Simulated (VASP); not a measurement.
# Si (Imma) in VASP: a series of runs

Runs on Si. Level: LDA. Tasks: single point.

Everything below comes from runs of VASP 6.6.1. Logs are shortened: lines on timing, memory, paths and dates and some standing lists are left out, and cuts for length are marked.

## (1) The crystal as given

It takes space group Imma (No. 74, orthorhombic). The conventional cell has a = 3.759 Å, b = 3.955 Å, c = 5.594 Å, α = 90.00°, β = 90.00°, γ = 90.00°. Around Si (site symmetry mm2) lie 4 Si at 2.36 to 2.40 Å.

The cell was built by a generator and needn't be a form met in nature.

## (2) Single point, LDA

INCAR

```
SYSTEM = Si
ALGO = Fast
EDIFF = 1E-7
ENCUT = 520
GGA = CA
ISIF = 2
ISMEAR = 0
LASPH = .TRUE.
LCHARG = .FALSE.
LREAL = .FALSE.
LWAVE = .FALSE.
NBANDS = 16
NELM = 100
PREC = Accurate
SIGMA = 0.01
```

KPOINTS

```
k-points
0
G
  10 6 10
  0 0 0
```

POSCAR

```
Si
1.0
    3.9554811151      0.0000000000      0.0000000000
    0.0000000000      5.5938950236      0.0000000000
    0.0000000000      0.0000000000      3.7592393275
Si
4
Direct
    0.0000000000      0.0027907416      0.0000000000
    0.5000000000      0.2472092584      0.0000000000
    0.5000000000      0.5027907416      0.5000000000
    0.0000000000      0.7472092584      0.5000000000
```

Potentials or basis: VASP PAW LDA potentials, release 64 (Si).

Started as:

```console
$ cat potpaw_LDA.64/Si/POTCAR > POTCAR
$ mpirun -np 1 vasp_std > vasp.out
```

OUTCAR:

```text
SYSTEM = Si
   EDIFF = 1E-7
   ENCUT = 520
   GGA = CA
   ISIF = 2
   ISMEAR = 0
   LASPH = .TRUE.
   LREAL = .FALSE.
   NELM = 100
   PREC = Accurate

 ion  position               nearest neighbor table
   1  0.000  0.003  0.000-   4 2.36   4 2.36   2 2.40   2 2.40
   2  0.500  0.247  0.000-   3 2.36   3 2.36   1 2.40   1 2.40
   3  0.500  0.503  0.500-   2 2.36   2 2.36   4 2.40   4 2.40
   4  0.000  0.747  0.500-   1 2.36   1 2.36   3 2.40   3 2.40

  LATTYP: Found a simple orthorhombic cell.
 ALAT       =     3.7592393275
 B/A-ratio  =     1.0522025257
 C/A-ratio  =     1.4880390782

  Lattice vectors:

 A1 = (   0.0000000000,   0.0000000000,   3.7592393275)
 A2 = (   3.9554811151,   0.0000000000,   0.0000000000)
 A3 = (   0.0000000000,   5.5938950236,   0.0000000000)

Analysis of symmetry for initial positions (statically):
=====================================================================
 Subroutine PRICEL returns following result:

  LATTYP: Found a body centered orthorhombic cell.
 ALAT       =     3.7592393275
 B/A-ratio  =     1.0522025257
 C/A-ratio  =     1.4880390782

  Lattice vectors:

 A1 = (  -1.9777405576,  -2.7969475118,  -1.8796196638)
 A2 = (   1.9777405576,  -2.7969475118,   1.8796196638)
 A3 = (  -1.9777405576,   2.7969475118,   1.8796196638)

   2 primitive cells build up your supercell.

 Routine SETGRP: Setting up the symmetry group for a
 simple orthorhombic supercell.

 Subroutine GETGRP returns: Found  8 space group operations
 (whereof  4 operations were pure point group operations)
 out of a pool of  8 trial point group operations.

The static configuration has the point symmetry C_2v.
 The point group associated with its full space group is D_2h.

Analysis of symmetry for dynamics (positions and initial velocities):
=====================================================================
 Subroutine PRICEL returns following result:

  LATTYP: Found a body centered orthorhombic cell.
 ALAT       =     3.7592393275
 B/A-ratio  =     1.0522025257
 C/A-ratio  =     1.4880390782

  Lattice vectors:

 A1 = (  -1.9777405576,  -2.7969475118,  -1.8796196638)
 A2 = (   1.9777405576,  -2.7969475118,   1.8796196638)
 A3 = (  -1.9777405576,   2.7969475118,   1.8796196638)

   2 primitive cells build up your supercell.

 Routine SETGRP: Setting up the symmetry group for a
 simple orthorhombic supercell.

 Subroutine GETGRP returns: Found  8 space group operations
 (whereof  4 operations were pure point group operations)
 out of a pool of  8 trial point group operations.

The dynamic configuration has the point symmetry C_2v.
 The point group associated with its full space group is D_2h.

 Subroutine INISYM returns: Found  8 space group operations
 (whereof  4 operations are pure point group operations),
 and found     2 'primitive' translations

----------------------------------------------------------------------------------------

                                     Primitive cell

  volume of cell :      41.5895

  direct lattice vectors                    reciprocal lattice vectors
    -1.977740558 -2.796947512 -1.879619664    -0.252813747 -0.178766315  0.000000000
     1.977740558 -2.796947512  1.879619664    -0.000000000 -0.178766315  0.266011263
    -1.977740558  2.796947512  1.879619664    -0.252813747  0.000000000  0.266011263

  length of vectors
     3.907344773  3.907344773  3.907344773     0.309632340  0.320498654  0.366983354

  position of ions in fractional coordinates (direct lattice)
     0.997209258  0.997209258  0.000000000
     0.252790742  0.752790742  0.500000000

  ion indices of the primitive-cell ions
   primitive index   ion index
                 1           1
                 2           2

----------------------------------------------------------------------------------------

 KPOINTS: k-points

Automatic generation of k-mesh.
 Grid dimensions read from file:
 generate k-points for:   10    6   10

 Generating k-lattice:

  Cartesian coordinates                     Fractional coordinates (reciprocal lattice)
     0.025281375  0.000000000  0.000000000     0.100000000  0.000000000  0.000000000
     0.000000000  0.029794386  0.000000000     0.000000000  0.166666667  0.000000000
     0.000000000  0.000000000  0.026601126     0.000000000  0.000000000  0.100000000

  Length of vectors
     0.025281375  0.029794386  0.026601126

  Shift w.r.t. Gamma in fractional coordinates (k-lattice)
     0.000000000  0.000000000  0.000000000

 Subroutine IBZKPT returns following result:
 ===========================================

 Found    144 irreducible k-points:

 Following reciprocal coordinates:
            Coordinates               Weight
  0.000000  0.000000  0.000000      1.000000
  0.100000  0.000000  0.000000      2.000000
  0.200000  0.000000  0.000000      2.000000
  0.300000  0.000000  0.000000      2.000000
  0.400000  0.000000  0.000000      2.000000
  0.500000  0.000000  0.000000      1.000000
[... 16 lines left out ...]
  0.400000  0.500000  0.000000      2.000000
  0.500000  0.500000  0.000000      1.000000
 [... further k-points ...]
   k-points           NKPTS =    144   k-points in BZ     NKDIM =    144   number of bands    NBANDS=     16
   number of dos      NEDOS =    301   number of ions     NIONS =      4
   total plane-waves  NPLWV =  35280
   dimension x,y,z NGX =    30 NGY =   42 NGZ =   28
   dimension x,y,z NGXF=    60 NGYF=   84 NGZF=   56
   ions per type =               4
   NGX,Y,Z   is equivalent  to a cutoff of  12.61, 12.48, 12.38 a.u.
   NGXF,Y,Z  is equivalent  to a cutoff of  25.22, 24.96, 24.77 a.u.
 SYSTEM =  Si
   PREC   = accura    normal or accurate (medium, high low for compatibility)
   ISTART =      0    job   : 0-new  1-cont  2-samecut
   ICHARG =      2    charge: 1-file 2-atom 10-const
   ISPIN  =      1    spin polarized calculation?
   LNONCOLLINEAR =      F non collinear calculations
   LSORBIT =      F    spin-orbit coupling
   LASPH  =      T    aspherical Exc in radial PAW
   ENCUT  =  520.0 eV  38.22 Ry    6.18 a.u.   7.35 10.40  6.99*2*pi/ulx,y,z
   NELM   =    100;   NELMIN=  2; NELMDL= -5     # of ELM steps
   EDIFF  = 0.1E-06   stopping-criterion for ELM
   LREAL  =      F    real-space projection
   EDIFFG = 0.1E-05   stopping-criterion for IOM
   NSW    =      0    number of steps for IOM
   IBRION =     -1    ionic relax: 0-MD 1-quasi-New 2-CG
   NFREE  =      0    steps in history (QN), initial steepest desc. (CG)
   ISIF   =      2    stress and relaxation
   ISYM   =      2    0-nonsym 1-usesym 2-fastsym
   POTIM  = 0.5000    time-step for ionic-motion
   TEBEG  =    0.0;   TEEND  =   0.0 temperature during run
   PSTRESS=    0.0 pullay stress
   NELECT =      16.0000    total number of electrons
   NUPDOWN=      -1.0000    fix difference up-down
   EMIN   =  10.00;   EMAX   =-10.00  energy-range for DOS
   EFERMI =   0.00;   METHOD = LEGACY
   ISMEAR =     0;   SIGMA  =   0.01  broadening in eV -4-tet -1-fermi 0-gaus
   EFERMI_NEDOS =   21; number of points for ismear=-14 and -15
   IALGO  =     68    algorithm
   IMIX   =      4    mixing-type and parameters
     AMIX     =   0.40;   BMIX     =  1.00
     AMIX_MAG =   1.60;   BMIX_MAG =  1.00
  volume/ion in A,a.u.               =      20.79       140.33
  Fermi-wavevector in a.u.,A,eV,Ry     =   0.945026  1.785840 12.151004  0.893074
  Thomas-Fermi vector in A             =   2.072887
   LORBIT       =      0    0 simple, 1 ext, 2 COOP (PROOUT), +10 PAW based schemes
   GGA     = CA    functional components
   LHFCALC =     F    Hartree Fock is set to
   AEXX    =    0.0000 exact exchange contribution
   IVDW    =     0    specifies the selected vdW correction
   LEPSILON=     F    determine dielectric tensor
   LRPA    =     F    only Hartree local field effects (RPA)
 non-spin polarized calculation
 RMM-DIIS sequential band-by-band and
 Gauss-broadening in eV      SIGMA  =   0.01
  energy-cutoff  :      520.00
  volume of cell :       83.18
 maximum number of plane-waves:      2276
 NGX is ok and might be reduce to    30
   NGX = 15   NGY = 21   NGZ = 13

 number of electron      16.0000001 magnetization

 Free energy of the ion-electron system (eV)
  ---------------------------------------------------
  ext. energy  EPLUGINS =         0.00000000
  ---------------------------------------------------
  free energy    TOTEN  =       -23.71385443 eV

  energy without entropy =      -23.71385443  energy(sigma->0) =      -23.71385443

 E-fermi :   5.7579     XC(G=0):  -9.4653

 val. band max:        5.6816764732   @ k =   0.0000   0.0000   0.0000
 cond. band min:       5.8387292892   @ k =   0.0000   0.0000   0.0000
 fundamental gap:      0.1570528160
 Fermi energy:         5.7579454136

 k-point     1 :       0.0000    0.0000    0.0000
  band No.  band energies     occupation
      1      -6.3118      2.00000
      2      -2.5070      2.00000
      3      -2.2989      2.00000
      4       2.4584      2.00000
      5       3.0955      2.00000
      6       5.2482      2.00000
[... 8 lines left out ...]
     15      12.8658      0.00000
     16      12.9378      0.00000

 k-point     2 :       0.1000    0.0000    0.0000
  band No.  band energies     occupation
      1      -6.2310      2.00000
      2      -2.5529      2.00000
      3      -2.2098      2.00000
      4       2.0276      2.00000
      5       3.1590      2.00000
      6       4.4659      2.00000
[... 8 lines left out ...]
     15      12.8279      0.00000
     16      12.9711      0.00000

 k-point     3 :       0.2000    0.0000    0.0000
  band No.  band energies     occupation
      1      -5.9910      2.00000
      2      -2.7388      2.00000
      3      -1.9427      2.00000
      4       1.3688      2.00000
      5       3.1928      2.00000
      6       3.3459      2.00000
[... 8 lines left out ...]
     15      12.3405      0.00000
     16      12.8693      0.00000
[... 362 lines left out ...]
 k-point    23 :       0.4000    0.5000    0.0000
  band No.  band energies     occupation
      1      -4.3608      2.00000
      2      -4.3608      2.00000
      3      -1.1524      2.00000
      4      -1.1524      2.00000
      5       4.0101      2.00000
      6       4.0101      2.00000
[... 8 lines left out ...]
     15      12.8487      0.00000
     16      12.8487      0.00000

 k-point    24 :       0.5000    0.5000    0.0000
  band No.  band energies     occupation
      1      -4.1943      2.00000
      2      -4.1943      2.00000
      3      -1.4611      2.00000
      4      -1.4611      2.00000
      5       4.1649      2.00000
      6       4.1649      2.00000
[... 8 lines left out ...]
     15      13.0386      0.00000
     16      13.0386      0.00000

 [... further k-points ...]

------------------------ aborting loop because EDIFF is reached ----------------------------------------

  FORCE on cell =-STRESS in cart. coord.  units (eV):
  Direction    XX          YY          ZZ          XY          YZ          ZX
  --------------------------------------------------------------------------------------
  -------------------------------------------------------------------------------------
  Total       -3.8616650     -3.3093812      0.0353193      0.0000000      0.0000000      0.0000000
  in kB      -74.3826377    -63.7446553      0.6803138      0.0000000      0.0000000      0.0000000
  external PRESSURE =     -45.8156597 kB  Pullay stress =       0.0000000 kB

 VOLUME and BASIS-vectors are now :
 -----------------------------------------------------------------------------
  energy-cutoff  :      520.00
  volume of cell :       83.18
      direct lattice vectors                 reciprocal lattice vectors
     3.955481115  0.000000000  0.000000000     0.252813747  0.000000000  0.000000000
     0.000000000  5.593895024  0.000000000     0.000000000  0.178766315  0.000000000
     0.000000000  0.000000000  3.759239328     0.000000000  0.000000000  0.266011263

 POSITION                                       TOTAL-FORCE (eV/Angst)
 -----------------------------------------------------------------------------------
      0.00000      0.01561      0.00000         0.000000      0.000935      0.000000
      1.97774      1.38286      0.00000        -0.000000     -0.000935     -0.000000
      1.97774      2.81256      1.87962         0.000000      0.000935      0.000000
      0.00000      4.17981      1.87962        -0.000000     -0.000935     -0.000000
 -----------------------------------------------------------------------------------
    total drift:                                0.000000     -0.000000      0.000000

  FREE ENERGIE OF THE ION-ELECTRON SYSTEM (eV)
  ---------------------------------------------------
  free  energy   TOTEN  =       -23.7138544255 eV

  energy  without entropy=      -23.7138544255  energy(sigma->0) =      -23.71385443
```

Run time: 84 s. Hardware: 1 thread of Intel Xeon 6975P-C (Granite Rapids), shared host; peak memory 0.24 GiB.

What came out:

| Quantity | Value |
| --- | --- |
| Free energy | -23.7139 eV |
| Pressure | -4.6 GPa |
| Band gap on the k mesh | 0.16 eV |

Stress tensor (GPa, compression positive):
```
-7.44  0.00  0.00
 0.00 -6.37  0.00
 0.00  0.00  0.07
```

Levels at points of the mesh, in eV from the valence-band top:
| k point | band 5 | band 6 | band 7 | band 8 | band 9 | band 10 | band 11 | band 12 |
| --- | --- | --- | --- | --- | --- | --- | --- | --- |
| (0.00, 0.00, 0.00) | -2.59 | -0.43 | -0.43 | 0.00 | 0.16 | 0.89 | 1.86 | 1.91 |
| (0.50, 0.00, 0.00) | -4.06 | -4.06 | -1.21 | -1.21 | 2.48 | 2.48 | 4.56 | 4.56 |
| (0.00, 0.50, 0.00) | -2.30 | -2.30 | -1.70 | -1.70 | 0.89 | 0.89 | 2.78 | 2.78 |
| (0.50, 0.50, 0.00) | -1.52 | -1.52 | -1.11 | -1.11 | 1.18 | 1.18 | 3.00 | 3.00 |
| (0.00, 0.00, 0.50) | -3.97 | -3.97 | -1.64 | -1.64 | 1.94 | 1.94 | 4.22 | 4.22 |
| (0.50, 0.00, 0.50) | -3.10 | -3.10 | -3.10 | -3.10 | 0.32 | 0.32 | 0.32 | 0.32 |
| (0.00, 0.50, 0.50) | -1.63 | -1.63 | -1.52 | -1.52 | 0.76 | 0.76 | 2.89 | 2.89 |
| (0.50, 0.50, 0.50) | -4.00 | -4.00 | -4.00 | -4.00 | 3.70 | 3.70 | 3.70 | 3.70 |

A k mesh can miss the band edges. A hybrid or GW would open this gap; LDA tends to underestimate it.

## (3) Single point, LDA

This run uses another cell than the first one, of 20.54 Å³/atom, 0.988 times its volume.

INCAR

```
SYSTEM = Si
PREC = Accurate
ENCUT = 520
EDIFF = 1E-6
ISMEAR = 0
SIGMA = 0.01
LREAL = .FALSE.
LASPH = .TRUE.
NELM = 100
ALGO = Fast
ISIF = 2
LWAVE = .FALSE.
LCHARG = .FALSE.
NBANDS = 16
```

KPOINTS

```
regular mesh
0
G
  10 6 10
  0 0 0
```

POSCAR

```
Si
1.0
    3.9554811151      0.0000000000      0.0000000000
    0.0000000000      5.5938950236      0.0000000000
    0.0000000000      0.0000000000      3.7139366938
Si
4
Direct
    0.0000000000      0.0000000000      0.0000000000
    0.5000000000      0.2500000000      0.0000000000
    0.5000000000      0.5000000000      0.4999921000
    0.0000000000      0.7500000000      0.4999921000
```

Potentials or basis: VASP PAW LDA potentials, release 64 (Si).

Started as:

```console
$ cat potpaw_LDA.64/Si/POTCAR > POTCAR
$ mpirun -np 1 vasp_std > vasp.out
```

Run time: 73 s. Hardware: 1 thread of Intel Xeon 6975P-C (Granite Rapids), shared host; peak memory 0.24 GiB.

It converged, with:

| Property | Result |
| --- | --- |
| Free energy | -23.6865 eV |
| Pressure | -3.4 GPa |
| Largest force | 0.504 eV/Å |
| Band gap on the k mesh | 0.25 eV |

Forces in eV/Å, atoms in the order of the input:
```
Si   0.000  0.504  0.000
Si   0.000 -0.504  0.000
Si   0.000  0.504  0.000
Si   0.000 -0.504  0.000
```

Stress tensor (GPa, compression positive):
```
-8.25  0.00  0.00
 0.00 -5.57  0.00
 0.00  0.00  3.69
```

Levels at points of the mesh, in eV from the valence-band top:
| k point | band 4 | band 5 | band 6 | band 7 | band 8 | band 9 | band 10 | band 11 | band 12 | band 13 |
| --- | --- | --- | --- | --- | --- | --- | --- | --- | --- | --- |
| (0.00, 0.00, 0.00) | -3.14 | -2.46 | -0.36 | -0.19 | 0.00 | 0.28 | 1.02 | 1.83 | 1.91 | 2.79 |
| (0.50, 0.00, 0.00) | -5.59 | -4.04 | -4.04 | -1.14 | -1.14 | 2.60 | 2.60 | 4.77 | 4.77 | 4.85 |
| (0.00, 0.50, 0.00) | -3.90 | -2.19 | -2.19 | -1.60 | -1.60 | 1.04 | 1.04 | 2.89 | 2.89 | 5.25 |
| (0.50, 0.50, 0.00) | -7.01 | -1.37 | -1.37 | -1.04 | -1.04 | 1.30 | 1.30 | 3.00 | 3.00 | 3.63 |
| (0.00, 0.00, 0.50) | -5.81 | -3.91 | -3.91 | -1.45 | -1.45 | 2.13 | 2.13 | 4.20 | 4.20 | 4.44 |
| (0.50, 0.00, 0.50) | -7.85 | -3.04 | -3.04 | -3.04 | -3.04 | 0.39 | 0.39 | 0.39 | 0.39 | 9.30 |
| (0.00, 0.50, 0.50) | -7.11 | -1.65 | -1.65 | -1.33 | -1.33 | 0.88 | 0.88 | 2.88 | 2.88 | 3.15 |
| (0.50, 0.50, 0.50) | -7.71 | -3.94 | -3.94 | -3.94 | -3.94 | 3.76 | 3.76 | 3.76 | 3.76 | 4.36 |

[end of part 1 of 2]
